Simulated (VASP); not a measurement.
# Mg (P6_3/mmc) in VASP: a series of runs

Aim: see how the results for Mg move with the level of theory and the settings. Levels: PBE, r2SCAN. Tasks: single point, relaxation of cell and atoms.

All numbers are computed with VASP 6.6.1; they aren't measurements. Logs are shortened: lines on timing, memory, paths and dates and some standing lists are left out, and cuts for length are marked.

## 1. The structure

The structure is hexagonal, space group P6_3/mmc (No. 194). Conventional cell: a = 3.185 Å, b = 3.185 Å, c = 5.231 Å, α = 90.00°, β = 90.00°, γ = 120.00°. Mg (site symmetry -6m2) has 12 Mg at 3.19 to 3.20 Å as nearest neighbours.

## 2. Single point, PBE

INCAR reads:

```
SYSTEM = Mg
  ALGO = Normal
  EDIFF = 1E-6
  ENCUT = 520
  GGA = PE
  ISIF = 2
  ISMEAR = 0
  LASPH = .True.
  LCHARG = .False.
  LREAL = .False.
  LWAVE = .False.
  NBANDS = 9
  NELM = 80
  PREC = Accurate
  SIGMA = 0.05
```

KPOINTS reads:

```
k-points
0
Gamma
  8 8 4
  0 0 0
```

POSCAR reads:

```
Mg
1.0
    3.1852407029      0.0000000000      0.0000000000
   -1.5926203514      2.7584993659      0.0000000000
    0.0000000000      0.0000000000      5.2309806119
Mg
2
Direct
    0.3333333333      0.6666666667      0.7500000000
    0.6666666667      0.3333333333      0.2500000000
```

Potentials or basis: VASP PAW PBE potentials, release 64 (Mg).

On the command line:

```console
cat potpaw_PBE.64/Mg/POTCAR > POTCAR
mpirun -np 1 vasp_std > vasp.out
```

OUTCAR:

```text
SYSTEM = Mg
   EDIFF = 1E-6
   ENCUT = 520
   GGA = PE
   ISIF = 2
   ISMEAR = 0
   LASPH = .True.
   LREAL = .False.
   NELM = 80
   PREC = Accurate

 ion  position               nearest neighbor table
   1  0.333  0.667  0.750-   2 3.20   2 3.20   2 3.20   2 3.20   2 3.20   2 3.20
   2  0.667  0.333  0.250-   1 3.20   1 3.20   1 3.20   1 3.20   1 3.20   1 3.20

  LATTYP: Found a hexagonal cell.
 ALAT       =     3.1852407029
 C/A-ratio  =     1.6422559862

  Lattice vectors:

 A1 = (   3.1852407029,   0.0000000000,   0.0000000000)
 A2 = (  -1.5926203514,   2.7584993659,   0.0000000000)
 A3 = (   0.0000000000,   0.0000000000,   5.2309806119)

Analysis of symmetry for initial positions (statically):
=====================================================================
 Subroutine PRICEL returns:
 Original cell was already a primitive cell.

 Routine SETGRP: Setting up the symmetry group for a
 hexagonal supercell.

 Subroutine GETGRP returns: Found 24 space group operations
 (whereof 12 operations were pure point group operations)
 out of a pool of 24 trial point group operations.

The static configuration has the point symmetry D_3d.
 The point group associated with its full space group is D_6h.

Analysis of symmetry for dynamics (positions and initial velocities):
=====================================================================
 Subroutine PRICEL returns:
 Original cell was already a primitive cell.

 Routine SETGRP: Setting up the symmetry group for a
 hexagonal supercell.

 Subroutine GETGRP returns: Found 24 space group operations
 (whereof 12 operations were pure point group operations)
 out of a pool of 24 trial point group operations.

The dynamic configuration has the point symmetry D_3d.
 The point group associated with its full space group is D_6h.

 Subroutine INISYM returns: Found 24 space group operations
 (whereof 12 operations are pure point group operations),
 and found     1 'primitive' translations

----------------------------------------------------------------------------------------

                                     Primitive cell

  volume of cell :      45.9619

  direct lattice vectors                    reciprocal lattice vectors
     3.185240703  0.000000000  0.000000000     0.313948016  0.181257972  0.000000000
    -1.592620351  2.758499366  0.000000000     0.000000000  0.362515943  0.000000000
     0.000000000  0.000000000  5.230980612     0.000000000  0.000000000  0.191168745

  length of vectors
     3.185240703  3.185240703  5.230980612     0.362515943  0.362515943  0.191168745

  position of ions in fractional coordinates (direct lattice)
     0.333333333  0.666666667  0.750000000
     0.666666667  0.333333333  0.250000000

  ion indices of the primitive-cell ions
   primitive index   ion index
                 1           1
                 2           2

----------------------------------------------------------------------------------------

 KPOINTS: k-points

Automatic generation of k-mesh.
 Grid dimensions read from file:
 generate k-points for:    8    8    4

 Generating k-lattice:

  Cartesian coordinates                     Fractional coordinates (reciprocal lattice)
     0.039243502  0.022657246  0.000000000     0.125000000 -0.000000000  0.000000000
     0.000000000  0.045314493  0.000000000     0.000000000  0.125000000  0.000000000
     0.000000000  0.000000000  0.047792186     0.000000000  0.000000000  0.250000000

  Length of vectors
     0.045314493  0.045314493  0.047792186

  Shift w.r.t. Gamma in fractional coordinates (k-lattice)
     0.000000000  0.000000000  0.000000000

 Subroutine IBZKPT returns following result:
 ===========================================

 Found     30 irreducible k-points:

 Following reciprocal coordinates:
            Coordinates               Weight
  0.000000  0.000000  0.000000      1.000000
  0.125000  0.000000  0.000000      6.000000
  0.250000  0.000000  0.000000      6.000000
  0.375000  0.000000  0.000000      6.000000
  0.500000  0.000000  0.000000      3.000000
  0.125000  0.125000  0.000000      6.000000
[... 16 lines left out ...]
  0.250000  0.000000  0.500000      6.000000
  0.375000  0.000000  0.500000      6.000000
 [... further k-points ...]
   k-points           NKPTS =     30   k-points in BZ     NKDIM =     30   number of bands    NBANDS=      9
   number of dos      NEDOS =    301   number of ions     NIONS =      2
   total plane-waves  NPLWV =  23040
   dimension x,y,z NGX =    24 NGY =   24 NGZ =   40
   dimension x,y,z NGXF=    48 NGYF=   48 NGZF=   80
   ions per type =               2
   NGX,Y,Z   is equivalent  to a cutoff of  12.53, 12.53, 12.71 a.u.
   NGXF,Y,Z  is equivalent  to a cutoff of  25.05, 25.05, 25.42 a.u.
 SYSTEM =  Mg
   PREC   = accura    normal or accurate (medium, high low for compatibility)
   ISTART =      0    job   : 0-new  1-cont  2-samecut
   ICHARG =      2    charge: 1-file 2-atom 10-const
   ISPIN  =      1    spin polarized calculation?
   LNONCOLLINEAR =      F non collinear calculations
   LSORBIT =      F    spin-orbit coupling
   LASPH  =      T    aspherical Exc in radial PAW
   ENCUT  =  520.0 eV  38.22 Ry    6.18 a.u.   5.92  5.92  9.73*2*pi/ulx,y,z
   NELM   =     80;   NELMIN=  2; NELMDL= -5     # of ELM steps
   EDIFF  = 0.1E-05   stopping-criterion for ELM
   LREAL  =      F    real-space projection
   EDIFFG = 0.1E-04   stopping-criterion for IOM
   NSW    =      0    number of steps for IOM
   IBRION =     -1    ionic relax: 0-MD 1-quasi-New 2-CG
   NFREE  =      0    steps in history (QN), initial steepest desc. (CG)
   ISIF   =      2    stress and relaxation
   ISYM   =      2    0-nonsym 1-usesym 2-fastsym
   POTIM  = 0.5000    time-step for ionic-motion
   TEBEG  =    0.0;   TEEND  =   0.0 temperature during run
   PSTRESS=    0.0 pullay stress
   NELECT =       4.0000    total number of electrons
   NUPDOWN=      -1.0000    fix difference up-down
   EMIN   =  10.00;   EMAX   =-10.00  energy-range for DOS
   EFERMI =   0.00;   METHOD = LEGACY
   ISMEAR =     0;   SIGMA  =   0.05  broadening in eV -4-tet -1-fermi 0-gaus
   EFERMI_NEDOS =   21; number of points for ismear=-14 and -15
   IALGO  =     38    algorithm
   IMIX   =      4    mixing-type and parameters
     AMIX     =   0.40;   BMIX     =  1.00
     AMIX_MAG =   1.60;   BMIX_MAG =  1.00
  volume/ion in A,a.u.               =      22.98       155.08
  Fermi-wavevector in a.u.,A,eV,Ry     =   0.725486  1.370969  7.161144  0.526329
  Thomas-Fermi vector in A             =   1.816219
   LORBIT       =      0    0 simple, 1 ext, 2 COOP (PROOUT), +10 PAW based schemes
   GGA     = PE    functional components
   LHFCALC =     F    Hartree Fock is set to
   AEXX    =    0.0000 exact exchange contribution
   IVDW    =     0    specifies the selected vdW correction
   LEPSILON=     F    determine dielectric tensor
   LRPA    =     F    only Hartree local field effects (RPA)
 non-spin polarized calculation
 Gauss-broadening in eV      SIGMA  =   0.05
  energy-cutoff  :      520.00
  volume of cell :       45.96
 maximum number of plane-waves:      1252
 NGX is ok and might be reduce to    24
   NGX = 11   NGY = 11   NGZ = 19

 number of electron       4.0000000 magnetization

 Free energy of the ion-electron system (eV)
  ---------------------------------------------------
  ext. energy  EPLUGINS =         0.00000000
  ---------------------------------------------------
  free energy    TOTEN  =        -3.03559294 eV

  energy without entropy =       -3.03517483  energy(sigma->0) =       -3.03538389

 E-fermi :   2.4877     XC(G=0):  -8.4874

 val. band max:        2.4533466345   @ k =   0.2500   0.0000   0.0000
 cond. band min:       2.8421170950   @ k =   0.3750   0.1250   0.2500
 fundamental gap:      0.3887704605
 Fermi energy:         2.4876828472

 k-point     1 :       0.0000    0.0000    0.0000
  band No.  band energies     occupation
      1      -4.2985      2.00000
      2       0.8862      2.00000
      3       1.2840      2.00000
      4      13.6834      0.00000
      5      13.6834      0.00000
      6      13.8231      0.00000
      7      13.8231      0.00000
      8      14.3765      0.00000
      9      16.1666      0.00000

 k-point     2 :       0.1250    0.0000    0.0000
  band No.  band energies     occupation
      1      -3.9891      2.00000
      2       1.1696      2.00000
      3       1.5845      2.00000
      4      10.1098      0.00000
      5      11.9422      0.00000
      6      12.6635      0.00000
      7      14.7894      0.00000
      8      15.0155      0.00000
      9      15.8509      0.00000

 k-point     3 :       0.2500    0.0000    0.0000
  band No.  band energies     occupation
      1      -3.0667      2.00000
      2       2.0209      2.00000
      3       2.4533      1.66854
      4       6.5048      0.00000
      5      10.6473      0.00000
      6      10.6809      0.00000
      7      11.1647      0.00000
      8      12.8260      0.00000
      9      15.0914      0.00000

 k-point     4 :       0.3750    0.0000    0.0000
  band No.  band energies     occupation
      1      -1.5495      2.00000
      2       2.9382      0.00000
      3       3.4417      0.00000
      4       4.3142      0.00000
      5       8.0298      0.00000
      6       8.3622      0.00000
      7       9.8725      0.00000
      8      11.3955      0.00000
      9      14.2085      0.00000
[... 205 lines left out ...]
 k-point    22 :       0.1250    0.0000    0.5000
  band No.  band energies     occupation
      1      -2.6237      2.00000
      2      -2.6237      2.00000
      3       7.7302      0.00000
      4       7.7302      0.00000
      5      11.3148      0.00000
      6      11.3148      0.00000
      7      13.0816      0.00000
      8      13.0816      0.00000
      9      14.6110      0.00000

 k-point    23 :       0.2500    0.0000    0.5000
  band No.  band energies     occupation
      1      -1.7146      2.00000
      2      -1.7146      2.00000
      3       7.4551      0.00000
      4       7.4551      0.00000
      5       8.8098      0.00000
      6       8.8098      0.00000
      7      11.8045      0.00000
      8      11.8045      0.00000
      9      13.2108      0.00000

 k-point    24 :       0.3750    0.0000    0.5000
  band No.  band energies     occupation
      1      -0.2221      2.00000
      2      -0.2221      2.00000
      3       4.4994      0.00000
      4       4.4994      0.00000
      5       9.8299      0.00000
      6       9.8299      0.00000
      7      11.0280      0.00000
      8      11.0280      0.00000
      9      12.3338      0.00000

 [... further k-points ...]

------------------------ aborting loop because EDIFF is reached ----------------------------------------

  FORCE on cell =-STRESS in cart. coord.  units (eV):
  Direction    XX          YY          ZZ          XY          YZ          ZX
  --------------------------------------------------------------------------------------
  -------------------------------------------------------------------------------------
  Total       -0.0552068     -0.0552068     -0.0863789     -0.0000000      0.0000000      0.0000000
  in kB       -1.9244426     -1.9244426     -3.0110649     -0.0000000      0.0000000      0.0000000
  external PRESSURE =      -2.2866500 kB  Pullay stress =       0.0000000 kB

 VOLUME and BASIS-vectors are now :
 -----------------------------------------------------------------------------
  energy-cutoff  :      520.00
  volume of cell :       45.96
      direct lattice vectors                 reciprocal lattice vectors
     3.185240703  0.000000000  0.000000000     0.313948016  0.181257972  0.000000000
    -1.592620351  2.758499366  0.000000000     0.000000000  0.362515943  0.000000000
     0.000000000  0.000000000  5.230980612     0.000000000  0.000000000  0.191168745

 POSITION                                       TOTAL-FORCE (eV/Angst)
 -----------------------------------------------------------------------------------
     -0.00000      1.83900      3.92324        -0.000000     -0.000000      0.000000
      1.59262      0.91950      1.30775         0.000000      0.000000      0.000000
 -----------------------------------------------------------------------------------
    total drift:                                0.000000     -0.000000      0.000000

  FREE ENERGIE OF THE ION-ELECTRON SYSTEM (eV)
  ---------------------------------------------------
  free  energy   TOTEN  =        -3.0355929424 eV

  energy  without entropy=       -3.0351748319  energy(sigma->0) =       -3.03538389
```

Wall time 6.8 s (1 thread of Intel Xeon Platinum 8259CL at 2.50GHz (Skylake/Cascade Lake), shared host); peak memory 0.15 GiB.

Results:

| Item | Value |
| --- | --- |
| Free energy | -3.0356 eV |
| Pressure | -0.2 GPa |
| Band gap on the k mesh | none (metal or under the smearing width) |

Levels at points of the mesh, in eV from the Fermi level:
```
           k point  band 1  band 2  band 3  band 4  band 5
(0.00, 0.00, 0.00)   -6.79   -1.60   -1.20   11.20   11.20
(0.50, 0.00, 0.00)   -1.97   -1.95    2.78    3.14    3.34
(0.00, 0.00, 0.50)   -5.42   -5.42    5.00    5.00   11.93
(0.50, 0.00, 0.50)   -0.95   -0.95   -0.28   -0.28    8.16
```

(Part 1 of 2 ends here.)
